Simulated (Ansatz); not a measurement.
## Ca on Mg(0001): change of the work function: cost of one run

Ansatz 0.2.0; plane-wave DFT, PBE, Ansatz PAW. The cell holds 17 atoms.

Contents of input.yaml:

```yaml
crystal:
  lattice:
    - [6.4199999999, 0.0, 0.0]
    - [3.21, 5.5598830922, 0.0]
    - [0.0, 0.0, 28.536401907]
  atoms:
    - { symbol: Mg, position: [0.3333333333, 0.3333333333, 0.315386643] }
    - { symbol: Mg, position: [0.0, 0.0, 0.4067268199] }
    - { symbol: Mg, position: [0.3333333333, 0.3333333333, 0.4982456278] }
[... 8 atom lines left out ...]
    - { symbol: Mg, position: [0.5, 0.0, 0.5904124434] }
    - { symbol: Mg, position: [0.8333333333, 0.8333333333, 0.315386643] }
    - { symbol: Mg, position: [0.5, 0.5, 0.4067268199] }
    - { symbol: Mg, position: [0.8333333333, 0.8333333333, 0.4982456278] }
    - { symbol: Mg, position: [0.5, 0.5, 0.5904124434] }
    - { symbol: Ca, position: [0.1666666667, 0.1666666667, 0.684613357] }
kpoints:
  mp_grid: { grid: [6, 6, 1] }
hamiltonian:
  xc: pbe
scf:
  occupations: { method: fermi_dirac, width: 0.1 }
  convergence: { dr2_threshold: 1.0e-08 }
efield:
  axis: 3
  dipole_correction: true
  ramp_position: 0.97
  ramp_width: 0.06
relax:
  f_tol: 0.02
  max_steps: 60
  constraints: [{ sites: [0, 1, 4, 5, 8, 9, 12, 13] }]
output:
  dos: { projected: true, e_range: [-8, 4] }
  write_potential: true
  write_density: true
  volumetric_format: npy
  elf: true
```

The run is started by

```
$ ansatz run input.yaml --threads 2 --pin off --max-ram 3072MiB --backend cpu --events-out ev --progress --plain --runs-dir out
```

The cutoff in use is 420 eV. For reference, a run of the same kind (4 atoms, 19 k-points, 24 bands and 4,575 plane waves; 12 SCF cycles) took 5.4 s and 0.43 GiB on the same hardware.

What time and memory should one allow on 2 threads of Arm Neoverse V2, shared host?

A cutoff of 420 eV is a sphere of radius 10.5 Å⁻¹, so a cell of 1019 Å³ holds about V·G³/6π² = 19,907 plane waves. At two electrons a band, the 170 electrons need 85 bands, and 17 more are carried. Symmetry cuts the 6×6×1 mesh from 36 to 7 points. The run has 7 k-points, 102 bands and 19,967 plane waves. Taking the work of a cycle as k-points × spins × bands × plane waves, that is 6.8 times the reference, or 37 s at the reference's 12 cycles. The run needed 35 SCF cycles over 4 ionic steps, which makes it about 1.8 min. One copy of the wavefunctions takes 0.21 GiB at 16 bytes a coefficient, against 0.031 GiB in the reference; grids, projectors and work arrays come on top. Measured: about 1.8 min, with a peak of 1.7 GiB. The estimate holds within 25 %.

[Logs are printed without paths, hosts, clocks, repeated set-up lines and the standing remarks that a program may print on its own settings, such as how far it seeks lower states.]

[Hosts, paths, dates, database ids (printed as entryN), source tags and the programs' standing remarks are cut or masked in the printed files.]

[Maps of the electrostatic potential energy from Ansatz leave out the sawtooth potential of an applied field or a dipole correction, so their vacuum need not be flat; planar profiles and work functions include it.]
